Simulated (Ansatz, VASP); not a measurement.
## BN: VASP beside Ansatz

```
B N
1.0
     0.00000    1.85489    1.85489
     1.85489    0.00000    1.85489
     1.85489    1.85489    0.00000
B N
1 1
Direct
  0.00000 0.00000 0.00000
  0.75000 0.75000 0.75000
```

Alike in both runs: task single point; functional PBE; k mesh 12 × 12 × 12; occupations gaussian, width 0.05 eV; no spin polarisation.

```csv
,VASP,Ansatz
version,VASP 6.6.1,Ansatz 0.2.0
potentials or method,"VASP PAW PBE potentials, release 64 (B, N)","scalar-relativistic, plane waves, PAW"
plane-wave cutoff (eV),520,520
valence electrons in the cell,8,8
```

|  | VASP | Ansatz | Ansatz less VASP |
| --- | --- | --- | --- |
| gap on the k mesh at the Fermi level (eV) | 4.37 | 4.38 | +0.008 |
| least direct gap on the mesh (eV) | 8.45 | 8.46 | +0.008 |
| pressure (GPa) | -22.7 | -22.7 | -0.05 |

Caveats: so large a pressure means that the cell lies far from this level's equilibrium, or that cutoff or potentials fall short (VASP). A k mesh can miss the band edges.
